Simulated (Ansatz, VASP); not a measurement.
## One calculation of AlN, two programs

Contents of INCAR:

```
  ALGO = Normal
  EDIFF = 1E-6
  ENCUT = 520
  ISIF = 2
  ISMEAR = 0
  LASPH = T
  LCHARG = T
  LELF = T
  LREAL = F
  LVHAR = T
  LWAVE = F
  NBANDS = 16
  NELM = 80
  PREC = Accurate
  SIGMA = 0.05
```

The input KPOINTS:

```
k-points
0
Gamma
  8 8 6
```

POSCAR

```
AlN
1.0
    0.0000000000     -1.9888743075     -1.9888743075
    0.0000000000      1.9888743075     -1.9888743075
    3.9777486148      0.0000000000      0.0000000000
Al N
2 2
Direct
    0.5223383448      0.4776616552      0.0000000000
   -0.0223383448      0.0223383448      0.5000000000
    0.4908511594      0.5091488406      0.5000000000
    0.0091488406      0.9908511594      0.0000000000
```

Input for Ansatz:

```yaml
crystal:
  lattice:
    - [0.0, -1.9888743075, -1.9888743075]
    - [0.0, 1.9888743075, -1.9888743075]
    - [3.9777486148, 0.0, 0.0]
  atoms:
    - { symbol: Al, position: [0.5223383448, 0.4776616552, 0.0] }
    - { symbol: Al, position: [-0.0223383448, 0.0223383448, 0.5] }
    - { symbol: "N", position: [0.4908511594, 0.5091488406, 0.5] }
    - { symbol: "N", position: [0.0091488406, 0.9908511594, 0.0] }
basis:
  ecutwfc: 520.0
kpoints:
  mp_grid: { grid: [8, 8, 6] }
hamiltonian:
  xc: lda
scf:
  occupations: { method: gaussian, width: 0.05 }
output:
  forces: true
  stress: true
  eigenvalues: true
  write_density: true
  write_potential: true
  elf: true
  volumetric_format: npy
```

Change from the starting cell: mode 4 frozen in at -0.090 Å, equal normal strain along x, y and z -0.0083.

Alike in both runs: task single point; functional LDA; k mesh 8 × 8 × 6; occupations gaussian, width 0.05 eV; no spin polarisation.

|  | VASP | Ansatz |
| --- | --- | --- |
| version | VASP 6.6.1 | Ansatz 0.2.0 |
| potentials or method | VASP PAW LDA potentials, release 64 (Al, N) | scalar-relativistic, plane waves, PAW |
| plane-wave cutoff (eV) | 520 | 520 |
| valence electrons in the cell | 16 | 16 |

Ansatz gave:

| Property | Result |
| --- | --- |
| gap on the k mesh at the Fermi level (eV) | 4.90 |
| least direct gap on the mesh (eV) | 4.96 |
| pressure (GPa) | 8.0 |
| largest component of the traceless stress (GPa) | 1.35 |
| rms of the force components (eV/Å) | 0.445 |

Question: Which values does VASP return?

Answer: gap on the k mesh at the Fermi level (eV): 4.88; least direct gap on the mesh (eV): 4.94; pressure (GPa): 8.8; largest component of the traceless stress (GPa): 1.37; rms of the force components (eV/Å): 0.450.

Atom by atom the forces differ by 0.009 eV/Å (rms over components).

Caveats: forces of over 1 eV/Å show positions far from the minimum, so gaps and moduli don't describe the material at rest. A k mesh can miss the band edges.
